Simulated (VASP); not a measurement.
# BP (F-43m) under biaxial strain in the (111) plane

How do the elastic response and the band edges of BP follow biaxial strain in the (111) plane?

Calculated with VASP 6.6.1; LDA; plane waves and PAW (B, P), in the first sound run; inputs show where later runs differ.

This is a report of a sequence of runs, with most program output left out.

**1. The starting structure**

Symmetry: F-43m, No. 216, cubic system. Conventional cell: a = 4.538 Å, b = 4.538 Å, c = 4.538 Å, α = 90.00°, β = 90.00°, γ = 90.00°. Nearest to B lie 4 P at 1.97 Å. Nearest to P lie 4 B at 1.97 Å. Farther neighbours are not listed.

**2. Relax the crystal, LDA**

The series starts from the cell that this level prefers, so that zero strain is near zero stress.

This step took 2 runs in a row; the last is shown.

Level: LDA; plane waves and PAW (B, P).

Input file INCAR:

```
SYSTEM = BP
PREC = Accurate
ENCUT = 480
EDIFF = 1E-07
NELM = 120
ISMEAR = 0
SIGMA = 0.02
LREAL = .FALSE.
ALGO = Normal
GGA = CA
NBANDS = 10
LASPH = .TRUE.
LORBIT = 11
LWAVE = .FALSE.
LCHARG = .FALSE.
KPAR = 16
IBRION = 2
NSW = 40
ISIF = 3
EDIFFG = -0.005
POTIM = 0.4
```

Input file POSCAR:

```
BP
1.0
    0.0000000000      2.2448005768      2.2448005768
    2.2448005768      0.0000000000      2.2448005768
    2.2448005768      2.2448005768      0.0000000000
B P
1 1
Direct
    0.0000000000      0.0000000000      0.0000000000
    0.2500000000      0.2500000000      0.2500000000
```

Input file KPOINTS:

```
Automatic mesh
0
Gamma
11 11 11
0 0 0
```

The projector-augmented-wave data sets are B and P (LDA family, release 64).

On the command line:

```sh
mpirun -np 16 vasp_std
```

The job ended after 1.8 s (16 MPI ranks of Intel Xeon 6975P-C (Granite Rapids), shared host; peak memory 2 GiB).

This run gave:

* energy(sigma→0) of the program: -14.3991 eV
* stress, compression positive: 0.00 along [111], 0.00 across it (mean), GPa
* volume: 22.624 Å³
* ionic steps: 1

**3. Strain along the normal, LDA**

One member in full: the plane is strained by 1.5 %, and the strain along the normal is moved by secant steps until the normal stress is under 0.012 GPa or five steps are spent; the atoms relax at each step.

This step took 3 runs, each at a new trial strain with the atoms of the one before; the last is shown.

Level: LDA; plane waves and PAW (B, P); cell typed or built by script.

INCAR: that of step 2 with these lines changed.

```diff
@@ -15,7 +15,7 @@
 LCHARG = .FALSE.
-KPAR = 16
-IBRION = 2
-NSW = 40
-ISIF = 3
-EDIFFG = -0.005
-POTIM = 0.4
+KPAR = 4
+IBRION = 1
+NSW = 25
+ISIF = 2
+EDIFFG = -0.004
+POTIM = 0.3
```

Input file POSCAR:

```
BP
1.0
   -0.0269297530      2.2515428330      2.2515428330
    2.2515428330     -0.0269297530      2.2515428330
    2.2515428330      2.2515428330     -0.0269297530
B P
1 1
Direct
    0.9995248122      0.9995248122      0.9995248122
    0.2504751878      0.2504751878      0.2504751878
```

KPOINTS is that of step 2.

On the command line:

```sh
mpirun -np 4 vasp_std
```

Elapsed: 7.4 s, on 4 MPI ranks; peak memory 0.51 GiB.

Numbers from this step:

| Item | Value |
| --- | --- |
| energy(sigma→0) of the program | -14.3849 eV |
| stress, compression positive | -0.01 along [111], -6.63 across it (mean), GPa |
| ionic steps | 2 |

**4. Band edges, HSE06**

Short lines in KPOINTS_OPT sample the zone centre along and across the normal of the plane, for masses, and the other valleys.

Level: HSE06; plane waves and PAW (B, P); cell typed or built by script.

Input file INCAR:

```
SYSTEM = BP
PREC = Accurate
ENCUT = 480
EDIFF = 1E-06
NELM = 100
ISMEAR = 0
SIGMA = 0.02
LREAL = .FALSE.
ALGO = Normal
LHFCALC = .TRUE.
AEXX = 0.25
GGA = PE
HFSCREEN = 0.2
LASPH = .TRUE.
NBANDS = 9
PRECFOCK = Fast
LWAVE = .FALSE.
LCHARG = .FALSE.
KPAR = 4
```

Input file POSCAR:

```
BP
1.0
   -0.0269297530      2.2515428330      2.2515428330
    2.2515428330     -0.0269297530      2.2515428330
    2.2515428330      2.2515428330     -0.0269297530
B P
1 1
Direct
    0.9994804044      0.9994804044      0.9994804044
    0.2505195956      0.2505195956      0.2505195956
```

Input file KPOINTS:

```
Automatic mesh
0
Gamma
6 6 6
0 0 0
```

Input file KPOINTS_OPT:

```
Line mode
6
Line-mode
Reciprocal
  0.00000000   0.00000000   0.00000000
  0.02056528   0.02056528   0.02056528

  0.00000000   0.00000000   0.00000000
 -0.01282091   0.01282091  -0.00000000

  0.31000000   0.31000000   0.00000000
  0.50000000   0.50000000   0.00000000

  0.00000000   0.31000000   0.31000000
  0.00000000   0.50000000   0.50000000

  0.45000000   0.45000000   0.45000000
  0.50000000   0.50000000   0.50000000

  0.45000000   0.00000000   0.00000000
  0.50000000   0.00000000   0.00000000

  0.42500000   0.42500000   0.00000000
  0.42478570   0.44291721   0.01791721

  0.50000000   0.50000000   0.50000000
  0.48717909   0.51282091   0.50000000
```

On the command line:

```sh
mpirun -np 4 vasp_std
```

Wall time 96 s (4 MPI ranks); peak memory 0.95 GiB.

Numbers from this step:

| Quantity | Value |
| --- | --- |
| energy(sigma→0) of the program | -14.9743 eV |

**5. All members**

Hybrid runs start from orbitals of a short LDA run, not shown.

Runs beyond LDA use the data sets made with LDA; this shifts their levels slightly, and their total energies have another zero.

The other members went through these steps as far as the tables show, with the same cutoff and, step by step, the same mesh; 43 runs are not shown. The session took 1.2 core hours (wall time by ranks) on a shared machine.

| in-plane strain (%) | strain along the normal (%) | in-plane stress, tension positive (GPa) | energy above the unstrained row (meV/atom) | gap on the mesh, LDA (eV) |
| --- | --- | --- | --- | --- |
| -2.000 | 0.444 | -10.217 | 14.053 | 0.976 |
| -1.500 | 0.328 | -7.513 | 7.846 | 1.038 |
| -1.000 | 0.216 | -4.912 | 3.476 | 1.093 |
| -0.500 | 0.106 | -2.410 | 0.878 | 1.139 |
| 0 | 0.000 | -0.005 | 0.000 | 1.176 |
| 0.500 | -0.100 | 2.301 | 0.780 | 1.150 |
| 1.000 | -0.201 | 4.514 | 3.173 | 1.121 |
| 1.500 | -0.299 | 6.634 | 7.116 | 1.090 |
| 2.000 | -0.399 | 8.663 | 12.561 | 1.058 |

Slopes at zero strain, from cubics through all rows: strain ratio -0.207, stress over strain 471 GPa.

Band edges at HSE06, counted from the valence-band top at Γ, with one row partly withheld:

```
in-plane strain (%)  gap (eV)  conduction band at Γ (eV)  Δ or X valley along z (eV)  Δ or X valley along x (eV)  lowest conduction level at L, [111] (eV)  lowest conduction level at L, [-111] (eV)  second valence level below the top (eV)  third valence level below the top (eV)
             -2.000     1.739                      4.051                       1.735                       1.735                                     5.459                                      4.929                                    0.000                                   0.288
             -1.500     1.796                      4.149                       1.794                       1.794                                     5.330                                      4.944                                    0.000                                   0.207
             -1.000     1.845                      4.242                       1.845                       1.845                                     5.202                                      4.950                                    0.000                                   0.131
             -0.500     1.888                      4.328                       1.888                       1.888                                     5.072                                      4.950                                    0.000                                   0.063
                  0     1.925                      4.408                       1.925                       1.925                                     4.944                                      4.944                                    0.000                                   0.000
              0.500     1.899                      4.319                       1.899                       1.899                                         ?                                      4.877                                    0.056                                   0.056
              1.000     1.873                      4.236                       1.873                       1.873                                     4.581                                      4.812                                    0.107                                   0.107
              1.500     1.847                      4.157                       1.847                       1.847                                     4.408                                      4.749                                    0.152                                   0.152
              2.000     1.822                      4.084                       1.822                       1.822                                     4.242                                      4.689                                    0.191                                   0.191
```

**6. A fit to the known rows**

The quantity to fit is the splitting of the lowest conduction levels at the L points ([111] less [-111]) at HSE06: 0.530, 0.387, 0.252, 0.123, 0.000, -0.231, -0.341, -0.447 eV in the rows shown.

Fitting a parabola to the 8 known rows (d: strain along the axis less the strain across it, in %) gives E = 0.006336 d² + 0.2008 d − 5.78e-4 in eV; the residuals are 0.0012 eV r.m.s.

For the withheld row, d = -0.5999, the fit gives -0.1188 eV.

**7. The withheld row**

The calculation gives -0.1173 eV, so the prediction is 0.0015 eV too low, within twice the residual of the fit.

The splitting is Ξu times 8/9 of d, with d as a fraction, so the linear term gives Ξu = 22.6 eV.

**8. Outcome**

* ratio of normal to in-plane strain: -0.207
* biaxial modulus: 471 GPa
* gap of the unstrained cell, HSE06: 1.93 eV
* shear deformation potential Ξu of the lowest conduction levels at L: 22.6 eV
* error of the predicted row: -1.5 meV

As a check, the curvature of the energy gives 471 GPa for the same modulus (energy per volume = M × strain²), 0 % from the slope of the stress. At HSE06 the lowest conduction valley is Δ or X throughout, and the gap runs between 1.74 and 1.93 eV. Hole masses are left out throughout, since the top bands are degenerate or cross in many series; of conduction masses, those of the Γ, L and (for Si and Ge under (001) strain) Δ valleys are kept where they change by under an eighth between rows. HSE06 ran on a coarser mesh than the semilocal levels. Spin-orbit coupling is left out at HSE06, so the valence splittings there lack it. Δ or X levels are the lowest on their line, refined by a parabola unless they lie at X; the gap is read from all points sampled and can differ from the lowest valley by some meV, or by tens of meV where strain moves the valence top off Γ. Temperature, zero-point motion and excitons are left out.

[Lines on the potential files, build, host, timing and source positions are cut from VASP's logs without a mark.]

[Logs are printed without paths, hosts, clocks, repeated set-up lines and the standing remarks that a program may print on its own settings, such as how far it seeks lower states.]

[Hosts, paths, dates, database ids (printed as entryN), source tags and the programs' standing remarks are cut or masked in the printed files.]

[In band tables of VASP the shares of atoms and orbitals are scaled to a sum of 1 inside the atoms' spheres.]
